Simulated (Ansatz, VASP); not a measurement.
One calculation of GaAs, two programs

File POSCAR:

```
GaAs
1.0
    0.0000000000      2.8330850947      2.8330850947
    2.8330850947      0.0000000000      2.8330850947
    2.8330850947      2.8330850947      0.0000000000
Ga As
1 1
Direct
    0.0000000000      0.0000000000      0.0000000000
    0.2500000000      0.2500000000      0.2500000000
```

File INCAR.step1:

```
SYSTEM = GaAs
PREC = Accurate
ENCUT = 520
ISMEAR = 0
SIGMA = 0.01
LREAL = .FALSE.
LASPH = .TRUE.
NELM = 100
NBANDS = 16
GGA = PE
ALGO = Normal
EDIFF = 1E-4
LWAVE = .TRUE.
LCHARG = .FALSE.
```

File INCAR.step2:

```
SYSTEM = GaAs
PREC = Accurate
ENCUT = 520
EDIFF = 1E-6
ISMEAR = 0
SIGMA = 0.01
LREAL = .FALSE.
LASPH = .TRUE.
NELM = 100
ALGO = Normal
ISIF = 2
LWAVE = .FALSE.
LCHARG = .FALSE.
METAGGA = R2SCAN
LMIXTAU = .TRUE.
NBANDS = 16
ISTART = 1
```

KPOINTS

```
Automatic mesh
0
G
  6 6 6
  0 0 0
```

Input for Ansatz:

```yaml
crystal:
  lattice:
    - [0.0, 2.8330850947, 2.8330850947]
    - [2.8330850947, 0.0, 2.8330850947]
    - [2.8330850947, 2.8330850947, 0.0]
  atoms:
    - { symbol: Ga, position: [0.0, 0.0, 0.0] }
    - { symbol: As, position: [0.25, 0.25, 0.25] }
kpoints:
  mp_grid: { grid: [6, 6, 6] }
hamiltonian:
  xc: r2scan
scf:
  occupations: { method: fixed }
  n_extra_bands: 4
  mixing: { ndim: 30 }
  max_iter: 76
output:
  forces: true
  stress: true
  eigenvalues: true
```

Alike in both runs: task single point; functional r2SCAN; k mesh 6 × 6 × 6; no spin polarisation.

|  | VASP | Ansatz |
| --- | --- | --- |
| version | VASP 6.6.1 | Ansatz 0.2.0 |
| potentials or method | VASP PAW PBE potentials, release 64 (Ga_d, As) | plane waves |
| plane-wave cutoff (eV) | 520 | 500 |
| occupations | gaussian, width 0.01 eV | fixed |
| valence electrons in the cell | 18 | 28 |

Ansatz gave:

| Property | Result |
| --- | --- |
| gap on the k mesh at the Fermi level (eV) | 0.96 |
| pressure (GPa) | 0.0 |

Q: Estimate VASP's values.

A: gap on the k mesh at the Fermi level (eV): 0.94; pressure (GPa): 0.1.

The two sets of potentials don't hold the same shells in valence.

Caveats: the PAW data sets were made with another functional, which shifts forces and pressure a little (VASP). r2SCAN opens gaps a little over a GGA but as a rule still falls short of measured ones. A k mesh can miss the band edges.
